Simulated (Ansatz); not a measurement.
# WC: a jump of C

Method: DFT PBEsol, scalar-relativistic, plane waves, PAW in Ansatz. Run with 420 eV cutoff, 4×5×5 k-mesh, shifted by half a step, Gaussian smearing of 0.10 eV, no spin polarisation.

Host crystal, relaxed:

```
W C
1.0
     2.89848    0.00000    0.00000
    -1.44924    2.51016    0.00000
     0.00000    0.00000    2.82776
W C
1 1
Direct
  0.00000 0.00000 0.00000
  0.66667 0.33333 0.50000
```

In a supercell of 16 host sites, interstitial C hops to an equivalent place, moving 2.83 Å between the relaxed ends. Climbing-image nudged elastic band at fixed cell with images 0 (start) to 6 (end), the path measured over all atoms, converged to 0.05 eV/Å; the order of the saddle wasn't checked, and the small cell leaves errors of about a tenth of an eV.

Supercell rows in host cell vectors: 0 0 -2; -2 -2 0; 0 2 0. C was set at (0.083, 0.167, 0.500) of the host cell.

At the relaxed start C has 3 C at 1.68 Å.

Spin-orbit coupling is left out, which matters for the bands and energies of heavy elements.

**Question.** How high is the barrier, and where does the atom pass?

**Answer.** 2.10 eV at image 3, where C has 3 W at 1.84 Å, 6 C at 2.23 Å.

Cost: 1 run of about 55 core-minutes, on Intel Xeon Processor @ 2.50GHz (Skylake/Cascade Lake) (shared hosts).